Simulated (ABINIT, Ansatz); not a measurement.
# A GW chain in ABINIT: NaF (Villiaumite)

How does a plane-wave GW calculation on NaF (Villiaumite) run from the first input to the gap?

Method: PBE and many-body steps on it, plane waves, in ABINIT 10.8.3.

The database entry behind the starting cell differs from later determinations by our own check (0.1 to 0.3 % short, probably kX units), so it need not match the best structure at ambient conditions.

**1. The starting structure**

It takes space group Fm-3m (No. 225, cubic). The conventional cell has a = 4.620 Å, b = 4.620 Å, c = 4.620 Å, α = 90.00°, β = 90.00°, γ = 90.00°. Nearest to Na lie 6 F at 2.31 Å. Nearest to F lie 6 Na at 2.31 Å. Farther neighbours and most contacts between anions are not listed.

The cell and positions come from the Crystallography Open Database and are kept as given unless a step says otherwise.

**2. Ground state**

This step: ABINIT 10.8.3; DFT, PBE, plane waves, norm-conserving pseudopotentials.

The ground-state density comes first.

Contents of run.abi:

```
acell 3*1.0 Angstrom
rprim 
  0.000000000000 2.310000000000 2.310000000000
  2.310000000000 0.000000000000 2.310000000000
  2.310000000000 2.310000000000 0.000000000000
ntypat 2
znucl 11 9
natom 2
typat 1 2
xred 
  0.000000000000 0.000000000000 0.000000000000
  0.500000000000 0.500000000000 0.500000000000
pp_dirpath "pseudos"
pseudos "Na.upf, F.upf"
ecut 38
ngkpt 8 8 8
nshiftk 1
shiftk 0 0 0
kptopt 1
chksymbreak 0
nband 13
occopt 1
tolvrs 1e-10
nstep 60
prtwf 0
optforces 0
optstress 0
indata_prefix "in"
outdata_prefix "out"
tmpdata_prefix "tmp"
```

Run with:

```console
$ OMP_NUM_THREADS=1 mpirun -n 4 abinit run.abi > log
```

Numbers of over 12 decimals in the logs are rounded to 6 here.

The program printed:

```text
.Version 10.8.3 of ABINIT. v10.8.2 released Aug 2026.

 Symmetries : space group Fm -3 m (#225); Bravais cF (face-center cubic)
================================================================================
 Values of the parameters that define the memory need of the present run
     intxc =       0    ionmov =       0      iscf =       7    lmnmax =       5
     lnmax =       5     mgfft =      36  mpssoang =       3    mqgrid =    3001
     natom =       2  nloc_mem =       1    nspden =       1   nspinor =       1
    nsppol =       1      nsym =      48    n1xccc =    2501    ntypat =       2
    occopt =       1   xclevel =       2
-    mband =          13        mffmem =           1         mkmem =           8
       mpw =        1880          nfft =       46656          nkpt =          29
================================================================================
  Rough estimation (10% accuracy) of disk space for files :
================================================================================

--------------------------------------------------------------------------------
------------- Echo of variables that govern the present computation ------------
--------------------------------------------------------------------------------
 -outvars: echo values of preprocessed input variables --------
            acell      1.8897261259E+00  1.8897261259E+00  1.8897261259E+00 Bohr

      chksymbreak           0
             ecut      3.80000000E+01 Hartree
-          fftalg         312

              ixc     -101130
              kpt      0.00000000E+00  0.00000000E+00  0.00000000E+00
                       1.25000000E-01  0.00000000E+00  0.00000000E+00
                       2.50000000E-01  0.00000000E+00  0.00000000E+00
                       3.75000000E-01  0.00000000E+00  0.00000000E+00
                       5.00000000E-01  0.00000000E+00  0.00000000E+00
                       1.25000000E-01  1.25000000E-01  0.00000000E+00
                       2.50000000E-01  1.25000000E-01  0.00000000E+00
                       3.75000000E-01  1.25000000E-01  0.00000000E+00
                       5.00000000E-01  1.25000000E-01  0.00000000E+00
   [... 18 further rows ...]
                      -3.75000000E-01  5.00000000E-01  1.25000000E-01
                      -2.50000000E-01  5.00000000E-01  2.50000000E-01
         kptrlatt        8    0    0      0    8    0      0    0    8
          kptrlen      4.93873623E+01
P           mkmem           8
            natom           2
            nband          13
            ngfft          36      36      36
             nkpt          29
            nstep          60
             nsym          48
           ntypat           2
              occ      2.000000  2.000000  2.000000  2.000000  2.000000  2.000000
                       2.000000  2.000000  0.000000  0.000000  0.000000  0.000000
                       0.000000
        optforces           0
        optstress           0
            prtwf           0
            rprim      0.0000000000E+00  2.3100000000E+00  2.3100000000E+00
[...]
spgroup         225

           tolvrs      1.00000000E-10

             xred      0.0000000000E+00  0.0000000000E+00  0.0000000000E+00
[...]
znucl       11.00000    9.00000

================================================================================

 chkinp: Checking input parameters for consistency.

================================================================================
== DATASET  1 ==================================================================
-   mpi_nproc: 4, omp_nthreads: 1 (-1 if OMP is not activated)

--- !DatasetInfo
iteration_state: {dtset: 1, }
dimensions: {natom: 2, nkpt: 29, mband: 13, nsppol: 1, nspinor: 1, nspden: 1, mpw: 1880, }
cutoff_energies: {ecut:  38.0, pawecutdg:  -1.0, }
electrons: {nelect:   1.60000000E+01, charge:   0.00000000E+00, occopt:   1.00000000E+00, tsmear:   1.00000000E-02, }

 Real(R)+Recip(G) space primitive vectors, cartesian coordinates (Bohr,Bohr^-1):
 R(1)=  0.0000000  4.3652674  4.3652674  G(1)= -0.1145405  0.1145405  0.1145405
 R(2)=  4.3652674  0.0000000  4.3652674  G(2)=  0.1145405 -0.1145405  0.1145405
 R(3)=  4.3652674  4.3652674  0.0000000  G(3)=  0.1145405  0.1145405 -0.1145405
 Unit cell volume ucvol=  1.6636522E+02 bohr^3
 Angles (23,13,12)=  6.00000000E+01  6.00000000E+01  6.00000000E+01 degrees

 getcut: wavevector=  0.0000  0.0000  0.0000  ngfft=  36  36  36
         ecut(hartree)=     38.000   => boxcut(ratio)=   2.10145

--- Pseudopotential description ------------------------------------------------
- Na Generated using ONCVPSP code by D. R. Hamann
- 11.00000   9.00000  171031                  znucl, zion, pspdat
12 -101130 1 -1 1992                          pspcod,pspxc,lmax,lloc,mmax
     nproj     2     2     0
  pspatm : epsatm=    9.36084378
         --- l  ekb(1:nproj) -->
[...]
pspatm: atomic psp has been read  and splines computed

- F Generated using ONCVPSP code by D. R. Hamann
-  9.00000   7.00000  171031                  znucl, zion, pspdat
12 -101130 2 -1 832                           pspcod,pspxc,lmax,lloc,mmax
     nproj     2     2     1
  pspatm : epsatm=    4.87625608
         --- l  ekb(1:nproj) -->
[...]
1   -3.955629   -1.291931
             2   -2.441503
 pspatm: atomic psp has been read  and splines computed

   2.27793598E+02                                ecore*ucvol(ha*bohr**3)
--------------------------------------------------------------------------------

_setup2: Arith. and geom. avg. npw (full set) are    1861.705    1861.686

================================================================================

--- !BeginCycle
iteration_state: {dtset: 1, }
solver: {iscf: 7, nstep: 60, nline: 4, wfoptalg: 0, }
tolerances: {tolvrs: 1.00E-10, }

     iter   Etot(hartree)      deltaE(h)  residm     vres2
 ETOT  1  -70.408066656601    -7.041E+01 6.300E-02 2.786E+02
 ETOT  2  -70.422707022849    -1.464E-02 1.575E-03 2.132E+02
 ETOT  3  -70.480757204434    -5.805E-02 2.641E-03 1.018E+01
 ETOT  4  -70.482977861201    -2.221E-03 2.252E-04 2.827E-02
 ETOT  5  -70.482978541303    -6.801E-07 2.558E-05 4.400E-03
 ETOT  6  -70.482979443633    -9.023E-07 2.926E-05 3.641E-04
 ETOT  7  -70.482979498541    -5.491E-08 2.428E-06 2.384E-05
 ETOT  8  -70.482979502242    -3.700E-09 3.552E-06 1.244E-07
 ETOT  9  -70.482979502256    -1.465E-11 2.568E-07 9.006E-10
 ETOT 10  -70.482979502257    -1.123E-12 4.594E-07 2.958E-11

 At SCF step   10       vres2   =  2.96E-11 < tolvrs=  1.00E-10 =>converged.

--- !ResultsGS
iteration_state: {dtset: 1, }
comment   : Summary of ground state results
lattice_vectors:
- [  0.0000000,   4.3652674,   4.3652674, ]
- [  4.3652674,   0.0000000,   4.3652674, ]
- [  4.3652674,   4.3652674,   0.0000000, ]
lattice_lengths: [   6.17342,    6.17342,    6.17342, ]
lattice_angles: [ 60.000,  60.000,  60.000, ] # degrees, (23, 13, 12)
lattice_volume:   1.6636522E+02
convergence: {deltae: -1.123E-12, res2:  2.958E-11, residm:  4.594E-07, diffor:  0.000E+00, }
etotal    :  -7.04829795E+01
entropy   :   0.00000000E+00
fermie    :  -4.88605676E-02
cartesian_stress_tensor: null
pressure_GPa: null
xred      :
- [  0.0000E+00,   0.0000E+00,   0.0000E+00, Na]
- [  5.0000E-01,   5.0000E-01,   5.0000E-01,  F]
cartesian_forces: null
force_length_stats: {min: null, max: null, mean: null, }

 Integrated electronic density in atomic spheres:
 ------------------------------------------------
 Atom  Sphere_radius  Integrated_density
    1        2.00000          7.97084872
    2        2.00000          7.05564392
================================================================================

 ----iterations are completed or convergence reached----

 Mean square residual over all n,k,spin=   15.498E-10; max=  45.940E-08
 reduced coordinates (array xred) for    2 atoms
       0.000000000000      0.000000000000      0.000000000000
       0.500000000000      0.500000000000      0.500000000000
 rms dE/dt=  0.0000E+00; max dE/dt=  0.0000E+00; dE/dt below (all hartree)
    1       0.000000000000      0.000000000000      0.000000000000
    2       0.000000000000      0.000000000000      0.000000000000

 cartesian coordinates (angstrom) at end:
    1      0.000000     0.000000     0.000000
    2      2.310000     2.310000     2.310000
 length scales=  1.889726125908  1.889726125908  1.889726125908 bohr
              =  1.000000000000  1.000000000000  1.000000000000 angstroms
 prteigrs : about to open file out_EIG
 Fermi (or HOMO) energy (hartree) =  -0.04886   Average Vxc (hartree)=  -0.33630
 Eigenvalues (hartree) for nkpt=  29  k points:
 kpt#   1, nband= 13, wtk=  0.00195, kpt=  0.0000  0.0000  0.0000 (reduced coord)
  -1.77830   -0.75120   -0.74502   -0.74502   -0.74502   -0.04886   -0.04886   -0.04886
   0.18595    0.65511    0.65511    0.65511    0.75878
 prteigrs : prtvol=0 or 1, do not print more k-points.

--- !EnergyTerms
iteration_state     : {dtset: 1, }
comment             : Components of total free energy in Hartree
kinetic             :  4.41522876582249E+01
hartree             :  2.26330635976220E+01
xc                  : -1.24994461213702E+01
Ewald energy        : -4.19984822340426E+01
psp_core            :  1.36923810434905E+00
local_psp           : -6.66884159253213E+01
non_local_psp       : -1.74512245817192E+01
total_energy        : -7.04829795022574E+01
total_energy_eV     : -1.91793957900349E+03
band_energy         : -9.95671373633648E+00

== END DATASET(S) ==============================================================
================================================================================

 -outvars: echo values of variables after computation  --------
           etotal     -7.0482979502E+01
            nband          13
             nkpt          29
          spgroup         225
 [... the other variables as echoed above ...]

 Calculation completed.
```

Run time: 8.6 s. Hardware: 4 MPI ranks of Intel Xeon Platinum 8488C (Sapphire Rapids), shared host; peak memory 0.31 GiB; 33 s of CPU time.

Numbers from this step:

| Quantity | Value |
| --- | --- |
| total energy | -1917.9396 eV |
| gap | 6.390 eV |
| k of the valence top | 0, 0, 0 |
| k of the conduction bottom | 0, 0, 0 |
| least direct gap | 6.390 eV |

The gap is direct, at Γ.

(Continued in part 2 of 3.)

[Paths, hosts, dates, memory and timing lines, banners, echoed tables and standing remarks are left out of the program output.]

[Logs are printed without paths, hosts, clocks, repeated set-up lines and the standing remarks that a program may print on its own settings, such as how far it seeks lower states.]

[Runs of the session that timed out or met a known fault of the program may be left out.]

[Hosts, paths, dates, database ids (printed as entryN), source tags and the programs' standing remarks are cut or masked in the printed files.]

[G0W0 gaps are taken among the corrected bands and points alone; a level outside them can change the order at an edge.]

[Where Ansatz stands beside ABINIT at settings called matched, ABINIT's density can come from a denser mesh and the files from another edition; pairs whose starting gaps differed by over 0.03 eV were left out, so agreement reads better than it is.]
